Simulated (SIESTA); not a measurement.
TiO2 (Anatase): relaxation of cell and atoms with AM05

TiO2 (Anatase):

```
Ti O
1.0
    -1.89210    1.89210    4.75730
     1.89210   -1.89210    4.75730
     1.89210    1.89210   -4.75730
Ti O
2 4
Cartesian
  0.0000 1.8921 2.3786
  0.0000 0.0000 0.0000
  0.0000 0.0000 7.5346
  0.0000 1.8921 0.3987
  0.0000 1.8921 4.3586
  0.0000 0.0000 1.9800
```

```
Program             : SIESTA 5.4.2
Task                : relaxation of cell and atoms
Functional          : AM05
Potentials or basis : PseudoDojo 0.4 standard (PBEsol files)
Basis               : DZP (energy shift 0.003 Ry; two zetas on semicore shells)
Grid cutoff         : 800 Ry
Energy shift        : 0.003 Ry
k mesh              : 7 × 7 × 7
Occupations         : fermi-dirac, width 0.05 eV
Spin                : no spin polarisation
Target pressure     : 2 GPa
optimiser           : CG
force tolerance     : 0.01 eV/Å
```

| Item | Value |
| --- | --- |
| Relaxed volume | 11.46 Å³/atom |
| Relaxed cell | a = 5.512 Å, b = 5.512 Å, c = 5.513 Å, α = 139.94°, β = 139.94°, γ = 57.94° |
| Space group after relaxing (to 0.05 Å) | I4_1/amd (No. 141) |
| Energy change on relaxing (the enthalpy is what falls) | -2.1 meV/atom |
| Ionic steps | 15 |
| Pressure after relaxing | 2.0 GPa |
| Largest force after relaxing | 0.005 eV/Å |
| Band gap on the k mesh | 2.00 eV, indirect (least direct gap 2.31 eV) |

Forces on the atoms (eV/Å):
```
Ti  -0.001  0.001  0.000
Ti   0.001 -0.001  0.000
O    0.003  0.004 -0.001
O    0.004  0.003 -0.001
O   -0.003 -0.004  0.001
O   -0.004 -0.003  0.001
```

The path:
```tsv
step	energy change (eV)	largest force (eV/Å)	pressure (GPa)	volume (Å³)
1	0.0000	0.0602	3.43	68.13
2	0.0830	0.7731	-3.73	69.79
3	-0.0040	0.0576	2.47	68.32
4	-0.0079	0.0444	1.87	68.56
5	-0.0130	0.0369	0.92	68.94
6	-0.0097	0.0393	1.54	68.69
7	-0.0062	0.1406	2.67	68.54
8	-0.0095	0.0206	1.87	68.64
9	-0.0094	0.0139	2.03	68.60
10	-0.0088	0.0055	2.28	68.53
11	-0.0074	0.0189	2.68	68.41
12	-0.0082	0.0102	2.48	68.47
13	-0.0110	0.0051	2.21	68.63
14	-0.0140	0.0119	1.77	68.88
15	-0.0125	0.0051	2.03	68.73
```

Final structure:
```
CELL_PARAMETERS angstrom
-1.88841 1.88702 4.82181
1.88702 -1.88841 4.82181
1.88851 1.88851 -4.82237
ATOMIC_POSITIONS crystal
Ti 0.75006 0.24994 0.50000
Ti 0.99994 0.00006 0.00000
O 0.79266 0.79325 0.99941
O 0.54325 0.04266 0.49941
O 0.95734 0.45675 0.50059
O 0.20675 0.20734 0.00059
```

Run time: 16 min on 1 thread of Intel(R) Xeon(R) 6975P-C (Granite Rapids), on a shared host, peak memory 0.62 GiB.

Caveat: the potentials were made for another functional, which shifts forces and pressure; an odd mesh through Γ misses points on the zone boundary, where band edges often lie; the basis of atomic orbitals isn't converged, which shifts pressures, moduli and gaps. Zero-point motion and thermal expansion aren't in these numbers.
